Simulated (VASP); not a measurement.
# GaN (Fm-3m) in VASP: a series of runs, part 2 of 2

VASP 6.6.1.

## (4) Dielectric tensor, PBE

File INCAR:

```
SYSTEM = GaN
PREC = Accurate
ENCUT = 280
EDIFF = 1E-8
ISMEAR = 0
SIGMA = 0.01
LREAL = .False.
LASPH = .True.
NELM = 100
ALGO = Normal
ISIF = 2
LWAVE = .False.
LCHARG = .False.
GGA = PE
LEPSILON = .True.
```

File KPOINTS:

```
regular mesh
0
Gamma
  6 6 6
  0 0 0
```

File POSCAR:

```
GaN
1.0
    0.0000000000      2.1352350000      2.1352350000
    2.1352350000      0.0000000000      2.1352350000
    2.1352350000      2.1352350000      0.0000000000
Ga N
1 1
Direct
    0.0000000000      0.0000000000      0.0000000000
    0.5000000000      0.5000000000      0.5000000000
```

Potentials or basis: VASP PAW PBE potentials, release 64 (Ga_d, N).

Run with:

```bash
> cat potpaw_PBE.64/Ga_d/POTCAR potpaw_PBE.64/N/POTCAR > POTCAR
> mpirun -np 1 vasp_std > vasp.out
```

OUTCAR:

```text
SYSTEM = GaN
   PREC = Accurate
   ENCUT = 280
   EDIFF = 1E-8
   ISMEAR = 0
   LREAL = .False.
   LASPH = .True.
   NELM = 100
   ISIF = 2
   GGA = PE
   LEPSILON = .True.

 Found     16 irreducible k-points:

 Following reciprocal coordinates:
            Coordinates               Weight
  0.000000  0.000000  0.000000      1.000000
  0.166667  0.000000  0.000000      8.000000
  0.333333  0.000000  0.000000      8.000000
  0.500000  0.000000  0.000000      4.000000
  0.166667  0.166667  0.000000      6.000000
  0.333333  0.166667  0.000000     24.000000
   k-points           NKPTS =     16   k-points in BZ     NKDIM =     16   number of bands    NBANDS=     13
   number of dos      NEDOS =    301   number of ions     NIONS =      2
   total plane-waves  NPLWV =   4096
   dimension x,y,z NGX =    16 NGY =   16 NGZ =   16
   dimension x,y,z NGXF=    32 NGYF=   32 NGZF=   32
   ions per type =               1   1
   NGX,Y,Z   is equivalent  to a cutoff of   8.81,  8.81,  8.81 a.u.
   NGXF,Y,Z  is equivalent  to a cutoff of  17.62, 17.62, 17.62 a.u.
 SYSTEM =  GaN
   PREC   = accura    normal or accurate (medium, high low for compatibility)
   ISTART =      0    job   : 0-new  1-cont  2-samecut
   ICHARG =      2    charge: 1-file 2-atom 10-const
   ISPIN  =      1    spin polarized calculation?
   LNONCOLLINEAR =      F non collinear calculations
   LSORBIT =      F    spin-orbit coupling
   LASPH  =      T    aspherical Exc in radial PAW
   ENCUT  =  280.0 eV  20.58 Ry    4.54 a.u.   4.12  4.12  4.12*2*pi/ulx,y,z
   NELM   =    100;   NELMIN=  2; NELMDL= -5     # of ELM steps
   EDIFF  = 0.1E-07   stopping-criterion for ELM
   LREAL  =      F    real-space projection
   EDIFFG = 0.1E-06   stopping-criterion for IOM
   NSW    =      0    number of steps for IOM
   IBRION =     -1    ionic relax: 0-MD 1-quasi-New 2-CG
   NFREE  =      0    steps in history (QN), initial steepest desc. (CG)
   ISIF   =      2    stress and relaxation
   ISYM   =      2    0-nonsym 1-usesym 2-fastsym
   POTIM  = 0.5000    time-step for ionic-motion
   TEBEG  =    0.0;   TEEND  =   0.0 temperature during run
   PSTRESS=    0.0 pullay stress
   NELECT =      18.0000    total number of electrons
   NUPDOWN=      -1.0000    fix difference up-down
   EMIN   =  10.00;   EMAX   =-10.00  energy-range for DOS
   EFERMI =   0.00;   METHOD = LEGACY
   ISMEAR =     0;   SIGMA  =   0.01  broadening in eV -4-tet -1-fermi 0-gaus
   EFERMI_NEDOS =   21; number of points for ismear=-14 and -15
   IALGO  =     38    algorithm
   IMIX   =      4    mixing-type and parameters
     AMIX     =   0.40;   BMIX     =  1.00
     AMIX_MAG =   1.60;   BMIX_MAG =  1.00
  volume/ion in A,a.u.               =       9.74        65.70
  Fermi-wavevector in a.u.,A,eV,Ry     =   1.594814  3.013761 34.605481  2.543431
  Thomas-Fermi vector in A             =   2.692830
   LORBIT       =      0    0 simple, 1 ext, 2 COOP (PROOUT), +10 PAW based schemes
   GGA     = PE    functional components
   LHFCALC =     F    Hartree Fock is set to
   AEXX    =    0.0000 exact exchange contribution
   IVDW    =     0    specifies the selected vdW correction
   LEPSILON=     T    determine dielectric tensor
   LRPA    =     F    only Hartree local field effects (RPA)
 non-spin polarized calculation
 Gauss-broadening in eV      SIGMA  =   0.01
  energy-cutoff  :      280.00
  volume of cell :       19.47
[... 113 lines left out ...]
  Direction    XX          YY          ZZ          XY          YZ          ZX
  --------------------------------------------------------------------------------------
  -------------------------------------------------------------------------------------
  Total       -3.5900263     -3.5900263     -3.5900263      0.0000000      0.0000000     -0.0000000
  in kB     -295.4208727   -295.4208727   -295.4208727      0.0000000      0.0000000     -0.0000000
  external PRESSURE =    -295.4208727 kB  Pullay stress =       0.0000000 kB

 VOLUME and BASIS-vectors are now :
 -----------------------------------------------------------------------------
  energy-cutoff  :      280.00
  volume of cell :       19.47
      direct lattice vectors                 reciprocal lattice vectors
     0.000000000  2.135235000  2.135235000    -0.234166263  0.234166263  0.234166263
     2.135235000  0.000000000  2.135235000     0.234166263 -0.234166263  0.234166263
     2.135235000  2.135235000  0.000000000     0.234166263  0.234166263 -0.234166263

 POSITION                                       TOTAL-FORCE (eV/Angst)
 -----------------------------------------------------------------------------------
      0.00000      0.00000      0.00000        -0.000000     -0.000000     -0.000000
      2.13524      2.13524      2.13524         0.000000      0.000000      0.000000
 -----------------------------------------------------------------------------------
    total drift:                                0.000000     -0.000000      0.000000

  FREE ENERGIE OF THE ION-ELECTRON SYSTEM (eV)
  ---------------------------------------------------
  free  energy   TOTEN  =       -11.1449842384 eV

  energy  without entropy=      -11.1449842384  energy(sigma->0) =      -11.14498424

 HEAD OF MICROSCOPIC STATIC DIELECTRIC TENSOR (INDEPENDENT PARTICLE, excluding Hartree and local field effects)
 ------------------------------------------------------
          10.931347    -0.000000     0.000000
          -0.000000    10.931347     0.000000
          -0.000000    -0.000000    10.931347
 ------------------------------------------------------

 Free energy of the ion-electron system (eV)
  ---------------------------------------------------
  ---------------------------------------------------
  free energy    TOTEN  =        -0.55551943 eV

  energy without entropy =       -0.55551943

------------------------ aborting loop because EDIFF is reached ----------------------------------------

--------------------------------------- Ionic step        2  -------------------------------------------

------------------------ aborting loop because EDIFF is reached ----------------------------------------

--------------------------------------- Ionic step        3  -------------------------------------------

 Free energy of the ion-electron system (eV)
  ---------------------------------------------------
  ---------------------------------------------------
  free energy    TOTEN  =        -0.55552028 eV

  energy without entropy =       -0.55552028

------------------------ aborting loop because EDIFF is reached ----------------------------------------

 PIEZOELECTRIC TENSOR FIELD DIRECTION 3  (e Angst)
 -----------------------------------------------------------------------------
     0.00111  0.00000 -0.00000           (  0.00000  0.00000 -0.00000)
     0.00000  0.00111 -0.00000           (  0.00000  0.00000  0.00000)
    -0.00000 -0.00000 -0.00234           ( -0.00000  0.00000 -0.00003)

 PIEZOELECTRIC TENSOR FIELD DIRECTION 3  (C/m^2)
 -----------------------------------------------------------------------------
     0.00092  0.00000 -0.00000
     0.00000  0.00092 -0.00000
    -0.00000 -0.00000 -0.00193

 MACROSCOPIC STATIC DIELECTRIC TENSOR (including local field effects in DFT)
 ------------------------------------------------------
          10.726508    -0.000000     0.000000
          -0.000000    10.726508     0.000000
          -0.000000    -0.000000    10.726508
 ------------------------------------------------------

 PIEZOELECTRIC TENSOR (including local field effects)  for field in x, y, z        (e  Angst)
          XX          YY          ZZ          XY          YZ          ZX
  --------------------------------------------------------------------------------
  x     0.00000     0.00000     0.00000     0.00000     0.00000     0.00000
  y     0.00000     0.00000     0.00000     0.00000     0.00000     0.00000
  z     0.00000     0.00000     0.00000     0.00000     0.00000     0.00000

 PIEZOELECTRIC TENSOR (including local field effects)  for field in x, y, z        (C/m^2)
          XX          YY          ZZ          XY          YZ          ZX
  --------------------------------------------------------------------------------
  x     0.00000     0.00000     0.00000     0.00000     0.00000     0.00000
  y     0.00000     0.00000     0.00000     0.00000     0.00000     0.00000
  z     0.00000     0.00000     0.00000     0.00000     0.00000     0.00000

 BORN EFFECTIVE CHARGES (including local field effects) (in |e|, cummulative output)
 ---------------------------------------------------------------------------------
 ion    1
    1     3.72286     0.00000     0.00000
    2    -0.00000     3.72286     0.00000
    3     0.00000     0.00000     3.72286
 ion    2
    1    -3.72286    -0.00000     0.00000
    2     0.00000    -3.72286     0.00000
    3     0.00000     0.00000    -3.72286
```

stdout:

```text
POSCAR found type information on POSCAR GaN
 POSCAR found :  2 types and       2 ions
 scaLAPACK will be used
 LDA part: xc-table for (Slater+PW92), standard interpolation
 POSCAR, INCAR and KPOINTS ok, starting setup
 FFT: planning ... GRIDC
 FFT: planning ... GRID_SOFT
 FFT: planning ... GRID
 WAVECAR not read
 entering main loop
 Linear response reoptimize wavefunctions to high precision
 Linear response G [H, r] |phi>, progress :
  Direction:   1
 Linear response G [H, r] |phi>, progress :
  Direction:   2
 Linear response G [H, r] |phi>, progress :
  Direction:   3
 Linear response to external field (no local field effect), progress :
  Direction:   1
 dielectric tensor                  component  1 :    12.982     5.928     0.855
 Linear response to external field (no local field effect), progress :
  Direction:   2
 dielectric tensor                  component  2 :     5.928    12.971    -0.690
 Linear response to external field (no local field effect), progress :
  Direction:   3
 dielectric tensor                  component  3 :     0.855    -0.690     6.841
 Linear response to external field, progress :
  Direction:   1
 dielectric tensor                  component  1 :    10.727     4.186     0.937
 Linear response to external field, progress :
  Direction:   2
 dielectric tensor                  component  2 :     4.263    10.727    -0.757
 Linear response to external field, progress :
  Direction:   3
 dielectric tensor                  component  3 :     0.928     2.505    10.727
 Born effective charges drift removed
```

Run time: 20 s. Hardware: 1 thread of Intel Xeon Platinum 8488C (Sapphire Rapids), shared host; peak memory 0.12 GiB.

The run converged, but a check on its numbers failed (symmetry, net force, bounds or a known fault of this set-up), so they aren't taken as properties of the crystal.

Caveat: the k mesh is coarse (spacing up to 0.42 Å⁻¹), so the values aren't converged; the cutoff lies under the usual one of these potentials, so the numbers hold a large basis-set error; the gap is small at this level, which inflates the dielectric constant.

## (5) Dielectric tensor, PBE

INCAR, as its differences from that of step 4:

```diff
@@ -2,3 +2,3 @@
 PREC = Accurate
-ENCUT = 280
+ENCUT = 400
 EDIFF = 1E-8
```

File KPOINTS:

```
regular mesh
0
Gamma
  4 4 4
  0 0 0
```

POSCAR is that of step 4.

Potentials or basis: VASP PAW PBE potentials, release 64 (Ga_d, N).

Run with:

```bash
> cat potpaw_PBE.64/Ga_d/POTCAR potpaw_PBE.64/N/POTCAR > POTCAR
> mpirun -np 1 vasp_std > vasp.out
```

OUTCAR:

```text
SYSTEM = GaN
   PREC = Accurate
   ENCUT = 400
   EDIFF = 1E-8
   ISMEAR = 0
   LREAL = .False.
   LASPH = .True.
   NELM = 100
   ISIF = 2
   GGA = PE
   LEPSILON = .True.

 Found      8 irreducible k-points:

 Following reciprocal coordinates:
            Coordinates               Weight
  0.000000  0.000000  0.000000      1.000000
  0.250000  0.000000  0.000000      8.000000
  0.500000  0.000000  0.000000      4.000000
  0.250000  0.250000  0.000000      6.000000
  0.500000  0.250000  0.000000     24.000000
 -0.250000  0.250000  0.000000     12.000000
   k-points           NKPTS =      8   k-points in BZ     NKDIM =      8   number of bands    NBANDS=     13
   number of dos      NEDOS =    301   number of ions     NIONS =      2
   total plane-waves  NPLWV =   8000
   dimension x,y,z NGX =    20 NGY =   20 NGZ =   20
   dimension x,y,z NGXF=    40 NGYF=   40 NGZF=   40
   ions per type =               1   1
   NGX,Y,Z   is equivalent  to a cutoff of  11.01, 11.01, 11.01 a.u.
   NGXF,Y,Z  is equivalent  to a cutoff of  22.02, 22.02, 22.02 a.u.
 SYSTEM =  GaN
   PREC   = accura    normal or accurate (medium, high low for compatibility)
   ISTART =      0    job   : 0-new  1-cont  2-samecut
   ICHARG =      2    charge: 1-file 2-atom 10-const
   ISPIN  =      1    spin polarized calculation?
   LNONCOLLINEAR =      F non collinear calculations
   LSORBIT =      F    spin-orbit coupling
   LASPH  =      T    aspherical Exc in radial PAW
   ENCUT  =  400.0 eV  29.40 Ry    5.42 a.u.   4.92  4.92  4.92*2*pi/ulx,y,z
   NELM   =    100;   NELMIN=  2; NELMDL= -5     # of ELM steps
   EDIFF  = 0.1E-07   stopping-criterion for ELM
   LREAL  =      F    real-space projection
   EDIFFG = 0.1E-06   stopping-criterion for IOM
   NSW    =      0    number of steps for IOM
   IBRION =     -1    ionic relax: 0-MD 1-quasi-New 2-CG
   NFREE  =      0    steps in history (QN), initial steepest desc. (CG)
   ISIF   =      2    stress and relaxation
   ISYM   =      2    0-nonsym 1-usesym 2-fastsym
   POTIM  = 0.5000    time-step for ionic-motion
   TEBEG  =    0.0;   TEEND  =   0.0 temperature during run
[... 169 lines left out ...]
          14.799005     0.000000     0.000000
          -0.000000    14.799005     0.000000
           0.000000    -0.000000    14.799005
 ------------------------------------------------------

 Free energy of the ion-electron system (eV)
  ---------------------------------------------------
  ---------------------------------------------------
  free energy    TOTEN  =        -0.77340432 eV

  energy without entropy =       -0.77340432

------------------------ aborting loop because EDIFF is reached ----------------------------------------

--------------------------------------- Ionic step        2  -------------------------------------------

------------------------ aborting loop because EDIFF is reached ----------------------------------------

--------------------------------------- Ionic step        3  -------------------------------------------

 Free energy of the ion-electron system (eV)
  ---------------------------------------------------
  ---------------------------------------------------
  free energy    TOTEN  =        -0.77340387 eV

  energy without entropy =       -0.77340387

------------------------ aborting loop because EDIFF is reached ----------------------------------------

 PIEZOELECTRIC TENSOR FIELD DIRECTION 3  (e Angst)
 -----------------------------------------------------------------------------
     0.00247  0.00000 -0.00000           (  0.00003  0.00000 -0.00000)
     0.00000  0.00247  0.00000           (  0.00000  0.00003  0.00000)
    -0.00000  0.00000 -0.00513           ( -0.00000  0.00000 -0.00003)

 PIEZOELECTRIC TENSOR FIELD DIRECTION 3  (C/m^2)
 -----------------------------------------------------------------------------
     0.00203  0.00000 -0.00000
     0.00000  0.00203  0.00000
    -0.00000  0.00000 -0.00422

 MACROSCOPIC STATIC DIELECTRIC TENSOR (including local field effects in DFT)
 ------------------------------------------------------
          14.475583     0.000000    -0.000000
           0.000000    14.475583     0.000000
           0.000000     0.000000    14.475583
 ------------------------------------------------------

 PIEZOELECTRIC TENSOR (including local field effects)  for field in x, y, z        (e  Angst)
          XX          YY          ZZ          XY          YZ          ZX
  --------------------------------------------------------------------------------
  x     0.00000     0.00000     0.00000     0.00000     0.00000     0.00000
  y     0.00000     0.00000     0.00000     0.00000     0.00000     0.00000
  z     0.00000     0.00000     0.00000     0.00000     0.00000     0.00000

 PIEZOELECTRIC TENSOR (including local field effects)  for field in x, y, z        (C/m^2)
          XX          YY          ZZ          XY          YZ          ZX
  --------------------------------------------------------------------------------
  x     0.00000     0.00000     0.00000     0.00000     0.00000     0.00000
  y     0.00000     0.00000     0.00000     0.00000     0.00000     0.00000
  z     0.00000     0.00000     0.00000     0.00000     0.00000     0.00000

 BORN EFFECTIVE CHARGES (including local field effects) (in |e|, cummulative output)
 ---------------------------------------------------------------------------------
 ion    1
    1     4.21873     0.00000     0.00000
    2     0.00000     4.21873     0.00000
    3     0.00000     0.00000     4.21873
 ion    2
    1    -4.21873     0.00000     0.00000
    2     0.00000    -4.21873     0.00000
    3     0.00000     0.00000    -4.21873
```

OSZICAR:

```text
[... 13 lines left out ...]
RMM:   3    -0.738321592222E+00    0.12005E-02   -0.78818E-03   599   0.796E-01    0.780E-01
RMM:   4    -0.769527507526E+00   -0.31206E-01   -0.61161E-03   599   0.816E-01    0.520E-02
RMM:   5    -0.772324300864E+00   -0.27968E-02   -0.39275E-04   648   0.213E-01    0.209E-02
RMM:   6    -0.773287775768E+00   -0.96347E-03   -0.29074E-05   635   0.543E-02    0.623E-03
RMM:   7    -0.773366892386E+00   -0.79117E-04   -0.31038E-06   647   0.157E-02    0.141E-03
RMM:   8    -0.773393809511E+00   -0.26917E-04   -0.30696E-07   648   0.479E-03    0.455E-04
RMM:   9    -0.773399438545E+00   -0.56290E-05   -0.45518E-08   659   0.174E-03    0.157E-04
RMM:  10    -0.773403867583E+00   -0.44290E-05   -0.52132E-09   621   0.662E-04    0.272E-05
RMM:  11    -0.773403874943E+00   -0.73598E-08   -0.21576E-09   466   0.239E-04    0.237E-05
```

stdout:

```text
POSCAR found type information on POSCAR GaN
 POSCAR found :  2 types and       2 ions
 scaLAPACK will be used
 LDA part: xc-table for (Slater+PW92), standard interpolation
 POSCAR, INCAR and KPOINTS ok, starting setup
 FFT: planning ... GRIDC
 FFT: planning ... GRID_SOFT
 FFT: planning ... GRID
 WAVECAR not read
 entering main loop
 Linear response reoptimize wavefunctions to high precision
 Linear response G [H, r] |phi>, progress :
  Direction:   1
 Linear response G [H, r] |phi>, progress :
  Direction:   2
 Linear response G [H, r] |phi>, progress :
  Direction:   3
 Linear response to external field (no local field effect), progress :
  Direction:   1
 dielectric tensor                  component  1 :    17.791     7.086     1.307
 Linear response to external field (no local field effect), progress :
  Direction:   2
 dielectric tensor                  component  2 :     7.086    17.765    -1.307
 Linear response to external field (no local field effect), progress :
  Direction:   3
 dielectric tensor                  component  3 :     1.307    -1.307     8.841
 Linear response to external field, progress :
  Direction:   1
 dielectric tensor                  component  1 :    14.476     5.040     1.371
 Linear response to external field, progress :
  Direction:   2
 dielectric tensor                  component  2 :     5.125    14.476    -1.371
 Linear response to external field, progress :
  Direction:   3
 dielectric tensor                  component  3 :     1.440     2.314    14.476
 Born effective charges drift removed
```

It took 25 s on 1 thread of Intel Xeon Platinum 8488C (Sapphire Rapids), shared host; peak memory 0.12 GiB.

These settings aren't checked as converged: the numbers below hold their error.

What came out:

| Quantity | Value |
| --- | --- |
| Band gap on the k mesh | 0.47 eV, indirect (least direct gap 2.32 eV) |
| Electronic dielectric tensor (diagonal) | 14.48 |
| Born charges (mean of the diagonal) | Ga +4.22; N -4.22 e |

Caveat: the k mesh is coarse (spacing up to 0.64 Å⁻¹), so the values aren't converged; the cutoff is under 1.25 times the usual one of these potentials, so pressure, stress and relaxed cells hold a basis-set (Pulay) error; the gap is small at this level, which inflates the dielectric constant.

## (6) For comparison

An earlier run on the cell as given: functional PBE; potentials or basis VASP PAW PBE potentials, release 64 (Ga_d, N); cutoff 520 eV; k mesh 11 × 11 × 11; occupations fermi-dirac, width 0.05 eV; no spin polarisation.

* Pressure: 0.4 GPa
* Band gap on the k mesh: 0.54 eV, indirect (least direct gap 2.37 eV)
